Q: I have stretched a MoS₂ crystal on the computer. I took longer bonds to mean weaker bonding and so smaller gaps, but only one of the two gaps obeys.

MoS₂ (space group R3m) was computed with Ansatz 0.2.0 using all-electron LAPW and PBEsol, scalar-relativistic and without spin polarization. The cell was scaled as a whole, with no relaxation of the atoms, and c/a refers to the conventional hexagonal cell. The runs used a 13×13×13 k mesh, Fermi-Dirac smearing of 0.05 eV and a basis error target of 0.5 meV/atom.

```tsv
volume (Å³/atom)	c/a	shortest distance (Å)	band gap (eV)	smallest direct gap on path (eV)
16.623	5.8078	2.316	0.603	1.761
16.977	5.8077	2.332	0.614	1.716
17.331	5.8077	2.348	0.623	1.672
17.508	5.8078	2.356	0.627	1.651
17.685	5.8078	2.364	0.628	1.627
17.861	5.8078	2.372	0.634	1.609
18.038	5.8078	2.380	0.637	1.589
18.392	5.8078	2.395	0.642	1.550
18.746	5.8078	2.411	0.646	1.512
```

A: Look first at which states each gap connects. The smallest direct gap on path joins a filled and an empty state at the same wave vector, and it falls at every step, from 1.761 to 1.512 eV. The band gap joins the highest filled state anywhere to the lowest empty state anywhere. It is much smaller, so those two states sit at different wave vectors, and it rises at every step, though only by 0.043 eV in all.

Q: Let me take the well-behaved one first. Why does the direct gap fall?

A: In MoS₂ the smallest direct gap usually lies at K, a corner of the layer's Brillouin zone. I rely on that general knowledge, because the calculation doesn't print the place. The states on both sides of it are mainly Mo 4d, mixed with S 3p, and much of their separation comes from covalent coupling inside the layer. Longer Mo–S contacts mean less overlap, weaker coupling and a smaller separation.

Q: Can I estimate how much smaller?

A: Yes, with the simple rule that the coupling between p and d orbitals falls as the bond length to the power −3.5. Suppose the whole gap follows that coupling. The shortest distance grows from 2.316 to 2.411 Å, so the gap should shrink by the factor (2.316/2.411)^3.5 = 0.869. Starting from the first row, that gives 1.761 × 0.869 = 1.53 eV for the last.

The calculation gives 1.512 eV, so the rule comes close to the fall without an adjusted constant. That makes the covalent picture plausible, but it doesn't prove it. Other couplings also weaken with distance, and between two states that are both mainly Mo 4d the p–d coupling may enter as its square, which would fall faster. Part of the agreement may be luck.

Q: The band gap is made of the same atoms and the same bonds. Why doesn't it shrink too?

A: Write it as the direct gap minus an offset. The offset has two parts: how far the overall valence top lies above the filled state of the direct gap, and how far the overall conduction minimum lies below the empty one. This is bookkeeping, true by definition, but it shows where to look. The offset falls from 1.158 to 0.866 eV, which is more than the direct gap loses, and so the band gap grows.

Q: Then the real question is why the offset shrinks so fast.

A: Because the valence top very probably feels a contact that the states at K hardly feel, the one between neighbouring layers. Take the uppermost filled state of a single layer at the centre of its zone. It combines the Mo orbital that points along the stacking axis with S p orbitals that point out of both faces of the layer. Those outward lobes reach into the space between layers and overlap with the lobes of the next layer. At K the states are built mostly from orbitals that stay within the layer.

Now stack the layers. If the wave has the same sign in each layer, the facing lobes match, the contact is bonding and the energy drops; that is the point Γ. If the sign alternates from layer to layer, the contact is antibonding and the energy is pushed up; that is the point T, on the zone boundary along the stacking direction. The pushed-up state becomes the top of the valence band. When the layers move apart the push weakens, the top sinks, and the band gap opens.

Q: Is there any sign of this in the calculation, or is it only a good story?

A: There is some. In the same runs, on the regular k mesh, the valence top lies at (0.46, 0.46, 0.46) at every volume. That is the mesh point nearest T, which is (½, ½, ½), and far from Γ. At the smallest volume the top is 1.38 eV above the highest filled level at Γ, and at 18.392 Å³ per atom only 1.07 eV above it. That height shrinks by 23%, and the offset shrinks by 22% between the same two rows.

The picture asks that both shrink; it doesn't ask for equal percentages, so their likeness may be chance. The first number also depends on a choice. Two filled levels at Γ nearly coincide at small volume and seem to change order there. If the lower one is the bonding partner in the first row, and the upper one at 18.392 Å³, the 23% becomes 26%. So the calculation supports the place of the valence top directly, but that the state there is the antibonding one still rests on the argument from the orbitals.

Q: Everything was stretched together, though. Couldn't the longer bonds inside the layers lower the valence top just as well?

A: They could contribute. Within a layer that same state is antibonding between Mo and S, so longer bonds should lower it too. For the offset, though, it counts only how far the top sinks relative to the filled state at K, which may sink as well. The conduction minimum hardly enters here. On the mesh it lies at (0, 0.31, −0.31) at every volume, the point next to K, which is (0, ⅓, −⅓). If the direct gap is at K, as I assumed, both gaps end at nearly the same empty state, and the offset is almost wholly a matter of the valence states. Since c/a is practically fixed, the spacing between layers and the bonds within them grow in step, so the table alone can't tell the shares apart.

The levels at Γ allow a rough estimate. Suppose the neighbouring layers push the state up at T as far as they pull it down at Γ. The push is then half the height of the valence top above its partner at Γ. Between the two rows I compared, that half shrinks by 0.16 to 0.18 eV, while the offset loses 0.25 eV. On this estimate the contact between layers could supply more than half of the loss. The rest would have to come mainly from the bonds inside the layers, unless the push at T weakens by more than the pull at Γ. A run in which rigid layers are moved apart would test that.

Q: The rise also gets weaker as I go down the table. Does the picture explain that?

A: The bookkeeping describes it, once you compare rates. I fitted one power law to the direct gap and one to the offset, each over all nine rows. For every 1% of bond length the direct gap loses about 3.8% of its value and the offset about 7.3%. The band gap gains whatever the offset loses beyond the loss of the direct gap.

At the smallest volume those losses are about 0.084 eV for the offset and 0.067 eV for the direct gap, a clear gain. At the largest they are about 0.063 and 0.058 eV, and little is left. The offset decays faster, so it runs out of size sooner, and the two losses draw level. The small slope of the band gap is thus a near balance of two strong effects, not a sign that the valence top is insensitive to stretching.

Q: How well do the two power laws, subtracted, return the band gap?

A: Within 2.5 meV in every row, as the output after this text shows. With two fitted constants for each curve, that tests their smoothness more than their cause. The largest miss falls at 17.685 Å³, and that row deserves a look of its own.

Q: I had noticed it. The band gap gains only 0.001 eV there and then jumps by 0.006 eV.

A: Both gaps lie 2.5 to 3 meV below the mean of their two neighbours. The gap taken from the regular k mesh passes through the same row smoothly, to within about 0.1 meV. So the electronic structure does nothing special at that volume. It is, however, the one cell of the series that wasn't scaled from another, so my guess is that the points sampled along its band path differ slightly.

Q: If sampling matters at that level, can I trust the rise itself?

A: Its direction, yes; its size, less so. The gap on the mesh also rises in every row and also flattens, but by only 0.021 eV in all, half of what the table shows. A mesh with 13 divisions contains neither the fraction ½ needed for T nor the ⅓ needed for K, so it can miss band edges at such points. Missing an edge can only make a gap look too large, which is why I prefer the smaller values in the table.

Q: Suppose I have a MoS₂ film under stress. May I use these slopes, −21 meV for the direct gap and +4 meV for the band gap per 1% of volume?

A: Not as they stand. The cell was scaled as a whole and the atoms were not allowed to relax, so the layers were squeezed along with the spaces between them. At the smallest volume the S atoms feel forces of about 2.3 eV/Å; at the largest the forces almost vanish. Real MoS₂ under pressure would give way mostly between the layers, where it is soft, and keep its Mo–S bonds nearly intact. A film held by its substrate is strained mainly in the plane, which is a different mixture again.

The gaps themselves need care as well. PBEsol makes them too small, and without spin–orbit coupling the valence states at K lack a splitting of roughly 0.15 eV, which would lower the direct gap somewhat. That splitting comes from the Mo atom and should vary little over these volumes, so I would expect the opposite slopes to survive.

Q: What should I carry over to another layered semiconductor, then?

A: Ask of each band edge which contact it feels. An edge built from orbitals inside the layer follows the bonds of the layer. An edge with lobes that stick out of the layer follows the spacing as well, and if the contact is antibonding at a valence top, widening the spacing lowers that edge and opens the gap, unless the conduction edge sinks as much. When a deformation changes both lengths, estimate the two shifts separately before you guess the sign of their sum.

Output of the analysis:

```
rise of the indirect gap, first to last row, eV: 0.043
fall of the smallest direct gap, first to last row, eV: 0.249
offset (direct minus indirect gap) at the smallest volume, eV: 1.158
offset at the largest volume, eV: 0.866
fall of the offset, eV: 0.292
change of direct gap per 1 percent of volume, meV: -20.72
change of indirect gap per 1 percent of volume, meV: 3.578
fall of the direct gap, percent: 14.14
fall expected if it scales as bond length to the power -3.5, percent: 13.08
fall of the offset, percent: 25.22
rise of indirect gap over the three smallest volumes, eV: 0.02
rise of indirect gap over the three largest volumes, eV: 0.009
rise of the gap on the k mesh, first to last row, eV: 0.02139
fit of log(dir) on 9 rows: constant 0.4879 +/- 0.00022, coefficient of x -1.27 +/- 0.0061; rms 0.000572, worst 17.685 0.00114, leave-one-out rms 0.00074
fit of log(off) on 9 rows: constant -0.001653 +/- 0.0003, coefficient of x -2.419 +/- 0.0085; rms 0.0008, worst 16.623 0.00144, leave-one-out rms 0.00125
power of bond length in the direct gap: -3.809
power of bond length in the offset: -7.256
largest miss of the indirect gap from the two power laws subtracted, meV: 2.504
valence top above highest filled Gamma level, row 16.623, eV: 1.38
valence top above highest filled Gamma level, row 18.392, eV: 1.068
shrinkage of that height between these rows, percent: 22.58
same shrinkage if the second Gamma level is the partner in row 16.623, percent: 25.71
shrinkage of the offset between the same rows, percent: 21.59
row 17.685 less mean of its neighbours, indirect gap, meV: -2.5
row 17.685 less mean of its neighbours, direct gap, meV: -3
row 17.685 less mean of its neighbours, gap on the k mesh, meV: 0.145
```
